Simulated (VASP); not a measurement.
# Ca (P6_3/mmc) in VASP: further runs

The runs below take Ca through relaxation of cell and atoms, with PBE.

Program: VASP 6.6.1. These are calculated values, not measurements. Logs are shortened: lines on timing, memory, paths and dates and some standing lists are left out, and cuts for length are marked.

**1. Starting point**

It takes space group P6_3/mmc (No. 194, hexagonal). The conventional cell has a = 3.980 Å, b = 3.980 Å, c = 6.520 Å, α = 90.00°, β = 90.00°, γ = 120.00°. Around Ca (site symmetry -6m2) lie 12 Ca at 3.98 to 3.99 Å.

This isn't the form of Ca at room conditions, which is fcc.

**2. Relaxation of cell and atoms, PBE**

The input, INCAR:

```
SYSTEM = Ca
ALGO     = Normal         ! electronic algorithm
EDIFF    = 1E-6           ! SCF threshold, eV
EDIFFG   = -0.01          ! ionic threshold
ENCUT    = 520            ! plane-wave cutoff, eV
GGA      = PE             ! functional
IBRION   = 2              ! ionic algorithm
ISIF     = 3              ! what is computed and relaxed
ISMEAR   = 0              ! smearing method
LASPH    = .TRUE.         ! aspherical terms in the spheres
LCHARG   = .FALSE.        ! write CHGCAR
LREAL    = .FALSE.        ! projectors in reciprocal space
LWAVE    = .FALSE.        ! write WAVECAR
NELM     = 120            ! most SCF steps
NSW      = 90             ! ionic steps
PREC     = Accurate       ! precision mode
SIGMA    = 0.1            ! smearing width, eV
```

The input, KPOINTS:

```
k-points
0
G
  13 13 7
  0 0 0
```

The input, POSCAR:

```
Ca
1.0
    3.9800000000      0.0000000000      0.0000000000
   -1.9900000000      3.4467811100      0.0000000000
    0.0000000000      0.0000000000      6.5200000000
Ca
2
Direct
    0.3333333300      0.6666666700      0.2500000000
    0.6666666700      0.3333333300      0.7500000000
```

Potentials or basis: VASP PAW PBE potentials, release 64 (Ca_sv).

The run is started by

```bash
> cat potpaw_PBE.64/Ca_sv/POTCAR > POTCAR
> mpirun -np 1 vasp_std > vasp.out
```

OUTCAR:

```text
SYSTEM = Ca
   EDIFF = 1E-6
   EDIFFG = -0.01
   ENCUT = 520
   GGA = PE
   IBRION = 2
   ISIF = 3
   ISMEAR = 0
   LASPH = .TRUE.
   LREAL = .FALSE.
   NELM = 120
   NSW = 90
   PREC = Accurate

 ion  position               nearest neighbor table
   1  0.333  0.667  0.250-
   2  0.667  0.333  0.750-

  LATTYP: Found a hexagonal cell.
 ALAT       =     3.9800000000
 C/A-ratio  =     1.6381909548

  Lattice vectors:

 A1 = (   3.9800000000,   0.0000000000,   0.0000000000)
 A2 = (  -1.9900000000,   3.4467811100,   0.0000000000)
 A3 = (   0.0000000000,   0.0000000000,   6.5200000000)

Analysis of symmetry for initial positions (statically):
=====================================================================
 Subroutine PRICEL returns:
 Original cell was already a primitive cell.

 Routine SETGRP: Setting up the symmetry group for a
 hexagonal supercell.

 Subroutine GETGRP returns: Found 24 space group operations
 (whereof 12 operations were pure point group operations)
 out of a pool of 24 trial point group operations.

The static configuration has the point symmetry D_3d.
 The point group associated with its full space group is D_6h.

Analysis of symmetry for dynamics (positions and initial velocities):
=====================================================================
 Subroutine PRICEL returns:
 Original cell was already a primitive cell.

 Routine SETGRP: Setting up the symmetry group for a
 hexagonal supercell.

 Subroutine GETGRP returns: Found 24 space group operations
 (whereof 12 operations were pure point group operations)
 out of a pool of 24 trial point group operations.

The dynamic configuration has the point symmetry D_3d.
 The point group associated with its full space group is D_6h.

 Subroutine INISYM returns: Found 24 space group operations
 (whereof 12 operations are pure point group operations),
 and found     1 'primitive' translations

----------------------------------------------------------------------------------------

                                     Primitive cell

  volume of cell :      89.4426

  direct lattice vectors                    reciprocal lattice vectors
     3.980000000  0.000000000  0.000000000     0.251256281  0.145062882  0.000000000
    -1.990000000  3.446781110  0.000000000     0.000000000  0.290125763  0.000000000
     0.000000000  0.000000000  6.520000000     0.000000000  0.000000000  0.153374233

  length of vectors
     3.980000000  3.980000003  6.520000000     0.290125763  0.290125763  0.153374233

  position of ions in fractional coordinates (direct lattice)
     0.333333330  0.666666670  0.250000000
     0.666666670  0.333333330  0.750000000

  ion indices of the primitive-cell ions
   primitive index   ion index
                 1           1
                 2           2

----------------------------------------------------------------------------------------

 KPOINTS: k-points

Automatic generation of k-mesh.
 Grid dimensions read from file:
 generate k-points for:   13   13    7

 Generating k-lattice:

  Cartesian coordinates                     Fractional coordinates (reciprocal lattice)
     0.019327406  0.011158683  0.000000000     0.076923077 -0.000000000  0.000000000
     0.000000000  0.022317366  0.000000000     0.000000000  0.076923077  0.000000000
     0.000000000  0.000000000  0.021910605     0.000000000  0.000000000  0.142857143

  Length of vectors
     0.022317366  0.022317366  0.021910605

  Shift w.r.t. Gamma in fractional coordinates (k-lattice)
     0.000000000  0.000000000  0.000000000

 Subroutine IBZKPT returns following result:
 ===========================================

 Found     84 irreducible k-points:

 Following reciprocal coordinates:
            Coordinates               Weight
  0.000000  0.000000  0.000000      1.000000
  0.076923 -0.000000  0.000000      6.000000
  0.153846 -0.000000  0.000000      6.000000
  0.230769 -0.000000  0.000000      6.000000
  0.307692 -0.000000  0.000000      6.000000
  0.384615 -0.000000  0.000000      6.000000
[... 16 lines left out ...]
  0.076923 -0.000000  0.142857     12.000000
  0.153846 -0.000000  0.142857     12.000000
 [... further k-points ...]
   k-points           NKPTS =     84   k-points in BZ     NKDIM =     84   number of bands    NBANDS=     14
   number of dos      NEDOS =    301   number of ions     NIONS =      2
   total plane-waves  NPLWV =  43200
   dimension x,y,z NGX =    30 NGY =   30 NGZ =   48
   dimension x,y,z NGXF=    60 NGYF=   60 NGZF=   96
   ions per type =               2
   NGX,Y,Z   is equivalent  to a cutoff of  12.53, 12.53, 12.24 a.u.
   NGXF,Y,Z  is equivalent  to a cutoff of  25.06, 25.06, 24.48 a.u.
 SYSTEM =  Ca
   PREC   = accura    normal or accurate (medium, high low for compatibility)
   ISTART =      0    job   : 0-new  1-cont  2-samecut
   ICHARG =      2    charge: 1-file 2-atom 10-const
   ISPIN  =      1    spin polarized calculation?
   LNONCOLLINEAR =      F non collinear calculations
   LSORBIT =      F    spin-orbit coupling
   LASPH  =      T    aspherical Exc in radial PAW
   ENCUT  =  520.0 eV  38.22 Ry    6.18 a.u.   7.40  7.40 12.12*2*pi/ulx,y,z
   NELM   =    120;   NELMIN=  2; NELMDL= -5     # of ELM steps
   EDIFF  = 0.1E-05   stopping-criterion for ELM
   LREAL  =      F    real-space projection
   EDIFFG = -.1E-01   stopping-criterion for IOM
   NSW    =     90    number of steps for IOM
   IBRION =      2    ionic relax: 0-MD 1-quasi-New 2-CG
   NFREE  =      1    steps in history (QN), initial steepest desc. (CG)
   ISIF   =      3    stress and relaxation
   ISYM   =      2    0-nonsym 1-usesym 2-fastsym
   POTIM  = 0.5000    time-step for ionic-motion
   TEBEG  =    0.0;   TEEND  =   0.0 temperature during run
   PSTRESS=    0.0 pullay stress
   NELECT =      20.0000    total number of electrons
   NUPDOWN=      -1.0000    fix difference up-down
   EMIN   =  10.00;   EMAX   =-10.00  energy-range for DOS
   EFERMI =   0.00;   METHOD = LEGACY
   ISMEAR =     0;   SIGMA  =   0.10  broadening in eV -4-tet -1-fermi 0-gaus
   EFERMI_NEDOS =   21; number of points for ismear=-14 and -15
   IALGO  =     38    algorithm
   IMIX   =      4    mixing-type and parameters
     AMIX     =   0.40;   BMIX     =  1.00
     AMIX_MAG =   1.60;   BMIX_MAG =  1.00
  volume/ion in A,a.u.               =      44.72       301.79
  Fermi-wavevector in a.u.,A,eV,Ry     =   0.993657  1.877740 13.433783  0.987355
  Thomas-Fermi vector in A             =   2.125555
   LORBIT       =      0    0 simple, 1 ext, 2 COOP (PROOUT), +10 PAW based schemes
   GGA     = PE    functional components
   LHFCALC =     F    Hartree Fock is set to
   AEXX    =    0.0000 exact exchange contribution
   IVDW    =     0    specifies the selected vdW correction
   LEPSILON=     F    determine dielectric tensor
   LRPA    =     F    only Hartree local field effects (RPA)
 conjugate gradient relaxation of ions
 non-spin polarized calculation
 Gauss-broadening in eV      SIGMA  =   0.10
  energy-cutoff  :      520.00
  volume of cell :       89.44
 maximum number of plane-waves:      2448
 NGX is ok and might be reduce to    30
   NGX = 15   NGY = 15   NGZ = 25

--------------------------------------- Ionic step        1  -------------------------------------------

 number of electron      20.0000006 magnetization

 Free energy of the ion-electron system (eV)
  ---------------------------------------------------
  ext. energy  EPLUGINS =         0.00000000
  ---------------------------------------------------
  free energy    TOTEN  =        -3.84623479 eV

  energy without entropy =       -3.83373221  energy(sigma->0) =       -3.83998350

------------------------ aborting loop because EDIFF is reached ----------------------------------------

  FORCE on cell =-STRESS in cart. coord.  units (eV):
  Direction    XX          YY          ZZ          XY          YZ          ZX
  --------------------------------------------------------------------------------------
  -------------------------------------------------------------------------------------
  Total       -0.4966131     -0.4966131     -0.4149504      0.0000000      0.0000000     -0.0000000
  in kB       -8.8957879     -8.8957879     -7.4329703      0.0000000      0.0000000     -0.0000000
  external PRESSURE =      -8.4081820 kB  Pullay stress =       0.0000000 kB

 VOLUME and BASIS-vectors are now :
 -----------------------------------------------------------------------------
  energy-cutoff  :      520.00
  volume of cell :       89.44
      direct lattice vectors                 reciprocal lattice vectors
     3.980000000  0.000000000  0.000000000     0.251256281  0.145062882  0.000000000
    -1.990000000  3.446781110  0.000000000     0.000000000  0.290125763  0.000000000
     0.000000000  0.000000000  6.520000000     0.000000000  0.000000000  0.153374233
[... 181 lines left out ...]
 POSITION                                       TOTAL-FORCE (eV/Angst)
 -----------------------------------------------------------------------------------
     -0.00000      2.25249      1.60650        -0.000000      0.000000     -0.000000
      1.95072      1.12625      4.81949         0.000000     -0.000000      0.000000
 -----------------------------------------------------------------------------------
    total drift:                               -0.000006      0.000003     -0.000000

  FREE ENERGIE OF THE ION-ELECTRON SYSTEM (eV)
  ---------------------------------------------------
  free  energy   TOTEN  =        -3.8591092749 eV

  energy  without entropy=       -3.8477867485  energy(sigma->0) =       -3.85344801

--------------------------------------- Ionic step        7  -------------------------------------------

 number of electron      19.9999993 magnetization

 Free energy of the ion-electron system (eV)
  ---------------------------------------------------
  ext. energy  EPLUGINS =         0.00000000
  ---------------------------------------------------
  free energy    TOTEN  =        -3.85915032 eV

  energy without entropy =       -3.84790044  energy(sigma->0) =       -3.85352538

 E-fermi :   2.0203     XC(G=0):  -7.7236

 val. band max:        2.0153628805   @ k =   0.2308   0.1538   0.0000
 cond. band min:       2.0260655885   @ k =   0.3077   0.2308   0.0000
 fundamental gap:      0.0107027080
 Fermi energy:         2.0203340527

 k-point     1 :       0.0000    0.0000    0.0000
  band No.  band energies     occupation
      1     -40.0675      2.00000
      2     -40.0548      2.00000
      3     -21.1122      2.00000
      4     -21.0061      2.00000
      5     -21.0061      2.00000
      6     -20.9883      2.00000
      7     -20.9883      2.00000
      8     -20.9797      2.00000
      9      -2.0753      2.00000
     10       0.9176      2.00000
     11       1.7385      1.99993
     12       4.2220      0.00000
     13       4.2740      0.00000
     14       4.2740      0.00000

 k-point     2 :       0.0769   -0.0000    0.0000
  band No.  band energies     occupation
      1     -40.0668      2.00000
      2     -40.0544      2.00000
      3     -21.1096      2.00000
      4     -21.0122      2.00000
      5     -21.0080      2.00000
      6     -20.9946      2.00000
      7     -20.9894      2.00000
      8     -20.9806      2.00000
      9      -1.9848      2.00000
     10       1.0071      2.00000
[... 362 lines left out ...]
 k-point    24 :       0.1538   -0.0000    0.1429
  band No.  band energies     occupation
      1     -40.0643      2.00000
      2     -40.0540      2.00000
      3     -21.0972      2.00000
      4     -21.0277      2.00000
      5     -21.0150      2.00000
      6     -21.0122      2.00000
      7     -20.9934      2.00000
      8     -20.9871      2.00000
      9      -1.6345      2.00000
     10       0.8045      2.00000
     11       2.1730      0.03087
     12       3.7134      0.00000
     13       4.1938      0.00000
     14       4.2859      0.00000

 [... further k-points ...]

------------------------ aborting loop because EDIFF is reached ----------------------------------------

  FORCE on cell =-STRESS in cart. coord.  units (eV):
  Direction    XX          YY          ZZ          XY          YZ          ZX
  --------------------------------------------------------------------------------------
  -------------------------------------------------------------------------------------
  Total        0.0103622      0.0103622      0.0091992      0.0000000     -0.0000000      0.0000000
  in kB        0.1959983      0.1959983      0.1740009      0.0000000     -0.0000000      0.0000000
  external PRESSURE =       0.1886659 kB  Pullay stress =       0.0000000 kB

 VOLUME and BASIS-vectors are now :
 -----------------------------------------------------------------------------
  energy-cutoff  :      520.00
  volume of cell :       84.71
      direct lattice vectors                 reciprocal lattice vectors
     3.898499783 -0.000000000 -0.000000000     0.256508928  0.148095498 -0.000000000
    -1.949249891  3.376199851 -0.000000000    -0.000000000  0.296190997 -0.000000000
    -0.000000000  0.000000000  6.435516969     0.000000000  0.000000000  0.155387672

 POSITION                                       TOTAL-FORCE (eV/Angst)
 -----------------------------------------------------------------------------------
     -0.00000      2.25080      1.60888        -0.000000     -0.000000      0.000000
      1.94925      1.12540      4.82664         0.000000      0.000000     -0.000000
 -----------------------------------------------------------------------------------
    total drift:                               -0.000006      0.000003     -0.000000

  FREE ENERGIE OF THE ION-ELECTRON SYSTEM (eV)
  ---------------------------------------------------
  free  energy   TOTEN  =        -3.8591503234 eV

  energy  without entropy=       -3.8479004433  energy(sigma->0) =       -3.85352538

 reached required accuracy - stopping structural energy minimisation
```

Wall time 3.3 min (1 thread of Intel Xeon 6975P-C (Granite Rapids), shared host); peak memory 0.26 GiB.

What came out:

* Free energy: -3.8592 eV
* Relaxed volume: 42.35 Å³/atom
* Relaxed cell: a = 3.898 Å, b = 3.898 Å, c = 6.436 Å, α = 90.00°, β = 90.00°, γ = 120.00°
* Space group after relaxing (to 0.05 Å): P6_3/mmc (No. 194)
* Energy gained by relaxing: 6.5 meV/atom
* Ionic steps: 7
* Pressure after relaxing: 0.0 GPa
* Band gap on the k mesh: none (metal or under the smearing width)

The path:
```csv
step,energy change (eV),largest force (eV/Å),pressure (GPa),volume (Å³)
1,0.0000,0.0000,-0.84,89.44
2,-0.0111,0.0000,-0.31,86.44
3,-0.0128,0.0000,-0.02,84.93
4,-0.0128,0.0000,0.00,84.80
5,-0.0128,0.0000,0.02,84.71
6,-0.0129,0.0000,0.02,84.71
7,-0.0129,0.0000,0.02,84.71
```

Final structure:
```
CELL_PARAMETERS angstrom
3.89850 0.00000 0.00000
-1.94925 3.37620 0.00000
0.00000 0.00000 6.43552
ATOMIC_POSITIONS crystal
Ca 0.33333 0.66667 0.25000
Ca 0.66667 0.33333 0.75000
```

(Continued in part 2 of 2.)
